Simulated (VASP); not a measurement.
# SiO2 (Cristobalite) (P4_12_12) in VASP: notebook

The runs below take SiO2 (Cristobalite) through single point, with LDA.

Program: VASP 6.6.1. These are calculated values, not measurements. Logs are shortened: lines on timing, memory, paths and dates and some standing lists are left out, and cuts for length are marked.

**1. The structure**

Symmetry: P4_12_12, No. 92, tetragonal system. The conventional cell has a = 4.982 Å, b = 4.982 Å, c = 6.963 Å, α = 90.00°, β = 90.00°, γ = 90.00°. Si (site symmetry 2) is surrounded by 4 O at 1.60 to 1.61 Å. Around O (site symmetry 1) lie 2 Si at 1.60 to 1.61 Å.

**2. Single point, LDA**

The input, INCAR:

```
SYSTEM = SiO2
PREC = Accurate ; ENCUT = 460
EDIFF = 1E-7 ; ISMEAR = 0
SIGMA = 0.05 ; LREAL = .FALSE.
LASPH = .TRUE. ; NELM = 100
ALGO = Normal ; ISIF = 2
LWAVE = .FALSE. ; LCHARG = .FALSE.
GGA = CA ; ADDGRID = .TRUE.
```

The input, KPOINTS:

```
Automatic mesh
0
G
  4 4 3
  0 0 0
```

The input, POSCAR:

```
SiO2
1.0
    4.9820000000      0.0000000000      0.0000000000
    0.0000000000      4.9820000000      0.0000000000
    0.0000000000      0.0000000000      6.9630000000
Si O
4 8
Direct
    0.7989700000      0.2010300000      0.7500000000
    0.7010300000      0.7010300000      0.5000000000
    0.2010300000      0.7989700000      0.2500000000
    0.2989700000      0.2989700000      0.0000000000
    0.1034700000      0.2398900000      0.8218700000
    0.2601100000      0.6034700000      0.0718700000
    0.8965300000      0.7601100000      0.3218700000
    0.7398900000      0.3965300000      0.5718700000
    0.6034700000      0.2601100000      0.9281300000
    0.7601100000      0.8965300000      0.6781300000
    0.3965300000      0.7398900000      0.4281300000
    0.2398900000      0.1034700000      0.1781300000
```

Potentials or basis: VASP PAW LDA potentials, release 64 (Si, O).

Command:

```sh
$ cat potpaw_LDA.64/Si/POTCAR potpaw_LDA.64/O/POTCAR > POTCAR
$ mpirun -np 1 vasp_std > vasp.out
```

OUTCAR:

```text
SYSTEM = SiO2
   PREC = Accurate
   ENCUT = 460
   EDIFF = 1E-7
   ISMEAR = 0
   LREAL = .FALSE.
   LASPH = .TRUE.
   NELM = 100
   ISIF = 2
   GGA = CA

 Found     12 irreducible k-points:

 Following reciprocal coordinates:
            Coordinates               Weight
  0.000000  0.000000  0.000000      1.000000
  0.250000  0.000000  0.000000      4.000000
  0.500000  0.000000  0.000000      2.000000
  0.250000  0.250000  0.000000      4.000000
  0.500000  0.250000  0.000000      4.000000
  0.500000  0.500000  0.000000      1.000000
   k-points           NKPTS =     12   k-points in BZ     NKDIM =     12   number of bands    NBANDS=     39
   number of dos      NEDOS =    301   number of ions     NIONS =     12
   total plane-waves  NPLWV =  64800
   dimension x,y,z NGX =    36 NGY =   36 NGZ =   50
   dimension x,y,z NGXF=    72 NGYF=   72 NGZF=  100
   ions per type =               4   8
   NGX,Y,Z   is equivalent  to a cutoff of  12.01, 12.01, 11.94 a.u.
   NGXF,Y,Z  is equivalent  to a cutoff of  24.03, 24.03, 23.88 a.u.
 SYSTEM =  SiO2
   PREC   = accura    normal or accurate (medium, high low for compatibility)
   ISTART =      0    job   : 0-new  1-cont  2-samecut
   ICHARG =      2    charge: 1-file 2-atom 10-const
   ISPIN  =      1    spin polarized calculation?
   LNONCOLLINEAR =      F non collinear calculations
   LSORBIT =      F    spin-orbit coupling
   LASPH  =      T    aspherical Exc in radial PAW
   ENCUT  =  460.0 eV  33.81 Ry    5.81 a.u.   8.71  8.71 12.18*2*pi/ulx,y,z
   NELM   =    100;   NELMIN=  2; NELMDL= -5     # of ELM steps
   EDIFF  = 0.1E-06   stopping-criterion for ELM
   LREAL  =      F    real-space projection
   EDIFFG = 0.1E-05   stopping-criterion for IOM
   NSW    =      0    number of steps for IOM
   IBRION =     -1    ionic relax: 0-MD 1-quasi-New 2-CG
   NFREE  =      0    steps in history (QN), initial steepest desc. (CG)
   ISIF   =      2    stress and relaxation
   ISYM   =      2    0-nonsym 1-usesym 2-fastsym
   POTIM  = 0.5000    time-step for ionic-motion
   TEBEG  =    0.0;   TEEND  =   0.0 temperature during run
   PSTRESS=    0.0 pullay stress
   NELECT =      64.0000    total number of electrons
   NUPDOWN=      -1.0000    fix difference up-down
   EMIN   =  10.00;   EMAX   =-10.00  energy-range for DOS
   EFERMI =   0.00;   METHOD = LEGACY
   ISMEAR =     0;   SIGMA  =   0.05  broadening in eV -4-tet -1-fermi 0-gaus
   EFERMI_NEDOS =   21; number of points for ismear=-14 and -15
   IALGO  =     38    algorithm
   IMIX   =      4    mixing-type and parameters
     AMIX     =   0.40;   BMIX     =  1.00
     AMIX_MAG =   1.60;   BMIX_MAG =  1.00
  volume/ion in A,a.u.               =      14.40        97.19
  Fermi-wavevector in a.u.,A,eV,Ry     =   1.175620  2.221599 18.804365  1.382082
  Thomas-Fermi vector in A             =   2.311997
   LORBIT       =      0    0 simple, 1 ext, 2 COOP (PROOUT), +10 PAW based schemes
   GGA     = CA    functional components
   LHFCALC =     F    Hartree Fock is set to
   AEXX    =    0.0000 exact exchange contribution
   IVDW    =     0    specifies the selected vdW correction
   LEPSILON=     F    determine dielectric tensor
   LRPA    =     F    only Hartree local field effects (RPA)
 non-spin polarized calculation
 Gauss-broadening in eV      SIGMA  =   0.05
  energy-cutoff  :      460.00
  volume of cell :      172.82
 maximum number of plane-waves:      3916
 NGX is ok and might be reduce to    36

 number of electron      64.0000001 magnetization

 Free energy of the ion-electron system (eV)
  ---------------------------------------------------
  ext. energy  EPLUGINS =         0.00000000
  ---------------------------------------------------
  free energy    TOTEN  =      -103.77749988 eV

  energy without entropy =     -103.77749988  energy(sigma->0) =     -103.77749988

 E-fermi :   0.0591     XC(G=0):  -8.9508

 val. band max:       -0.1640365768   @ k =   0.0000   0.0000   0.0000
 cond. band min:       5.3537619098   @ k =   0.0000   0.0000   0.0000
 fundamental gap:      5.5177984866
 Fermi energy:         0.0591499473

 k-point     1 :       0.0000    0.0000    0.0000
  band No.  band energies     occupation
      1     -19.4261      2.00000
      2     -18.4940      2.00000
      3     -18.4940      2.00000
      4     -17.2686      2.00000
      5     -17.2172      2.00000
      6     -17.2144      2.00000
[... 31 lines left out ...]
     38       9.2445      0.00000
     39       9.5677      0.00000

 k-point     2 :       0.2500    0.0000    0.0000
  band No.  band energies     occupation
      1     -19.2950      2.00000
      2     -18.6292      2.00000
      3     -18.3351      2.00000
      4     -17.4295      2.00000
      5     -17.2769      2.00000
      6     -17.2502      2.00000
[... 31 lines left out ...]
     38       9.2766      0.00000
     39       9.5184      0.00000

 k-point     3 :       0.5000    0.0000    0.0000
  band No.  band energies     occupation
      1     -18.9663      2.00000
      2     -18.9663      2.00000
      3     -17.9159      2.00000
      4     -17.9159      2.00000
      5     -17.2827      2.00000
      6     -17.2827      2.00000
[... 31 lines left out ...]
     38       9.3795      0.00000
     39       9.5787      0.00000

 k-point     4 :       0.2500    0.2500    0.0000
  band No.  band energies     occupation
      1     -19.1610      2.00000
      2     -18.4785      2.00000
      3     -18.4710      2.00000
      4     -17.6156      2.00000
      5     -17.2827      2.00000
      6     -17.2507      2.00000
[... 31 lines left out ...]
     38       9.2916      0.00000
     39       9.6072      0.00000

 k-point     5 :       0.5000    0.2500    0.0000
  band No.  band energies     occupation
      1     -18.8231      2.00000
      2     -18.8231      2.00000
      3     -18.0701      2.00000
      4     -18.0701      2.00000
      5     -17.2847      2.00000
      6     -17.2847      2.00000
[... 31 lines left out ...]
     38       9.4657      0.00000
     39       9.7380      0.00000

 k-point     6 :       0.5000    0.5000    0.0000
  band No.  band energies     occupation
      1     -18.4640      2.00000
      2     -18.4640      2.00000
      3     -18.4493      2.00000
      4     -18.4493      2.00000
      5     -17.2858      2.00000
      6     -17.2858      2.00000
[... 31 lines left out ...]
     38       9.4386      0.00000
     39       9.8549      0.00000

 [... further k-points ...]

------------------------ aborting loop because EDIFF is reached ----------------------------------------

  FORCE on cell =-STRESS in cart. coord.  units (eV):
  Direction    XX          YY          ZZ          XY          YZ          ZX
  --------------------------------------------------------------------------------------
  -------------------------------------------------------------------------------------
  Total       -0.1253417     -0.1253417      0.4257858      0.0000000      0.0000000     -0.0000000
  in kB       -1.1619894     -1.1619894      3.9472801      0.0000000      0.0000000     -0.0000000
  external PRESSURE =       0.5411004 kB  Pullay stress =       0.0000000 kB

 VOLUME and BASIS-vectors are now :
 -----------------------------------------------------------------------------
  energy-cutoff  :      460.00
  volume of cell :      172.82
      direct lattice vectors                 reciprocal lattice vectors
     4.982000000  0.000000000  0.000000000     0.200722601  0.000000000  0.000000000
     0.000000000  4.982000000  0.000000000     0.000000000  0.200722601  0.000000000
     0.000000000  0.000000000  6.963000000     0.000000000  0.000000000  0.143616257

 POSITION                                       TOTAL-FORCE (eV/Angst)
 -----------------------------------------------------------------------------------
      3.98047      1.00153      5.22225         0.128641     -0.128641     -0.000000
      3.49253      3.49253      3.48150        -0.128641     -0.128641     -0.000000
      1.00153      3.98047      1.74075        -0.128641      0.128641     -0.000000
      1.48947      1.48947      0.00000         0.128641      0.128641     -0.000000
      0.51549      1.19513      5.72268        -0.086806     -0.043720     -0.114710
      1.29587      3.00649      0.50043         0.043720     -0.086806     -0.114710
      4.46651      3.78687      2.24118         0.086806      0.043720     -0.114710
      3.68613      1.97551      3.98193        -0.043720      0.086806     -0.114710
      3.00649      1.29587      6.46257        -0.086806      0.043720      0.114710
      3.78687      4.46651      4.72182         0.043720      0.086806      0.114710
      1.97551      3.68613      2.98107         0.086806     -0.043720      0.114710
      1.19513      0.51549      1.24032        -0.043720     -0.086806      0.114710
 -----------------------------------------------------------------------------------
    total drift:                               -0.000000      0.000000     -0.000000

  FREE ENERGIE OF THE ION-ELECTRON SYSTEM (eV)
  ---------------------------------------------------
  free  energy   TOTEN  =      -103.7774998775 eV

  energy  without entropy=     -103.7774998775  energy(sigma->0) =     -103.77749988
```

Run time: 1.7 min. Hardware: 1 thread of Intel Xeon Platinum 8375C at 2.90GHz (Ice Lake), shared host; peak memory 0.29 GiB.

The run converged, but some of its settings lie outside the range that counts as converged, so its numbers aren't taken as properties of the crystal.

What came out:

```yaml
Free_energy: -103.7775 eV
Pressure: 0.1 GPa
Largest_force: 0.182 eV/Å
Band_gap_on_the_k_mesh: 5.52 eV, direct
```

Caveat: the cutoff is under 1.25 times the usual one of these potentials, so pressure, stress and relaxed cells hold a basis-set (Pulay) error.

(Continued in part 2 of 2.)
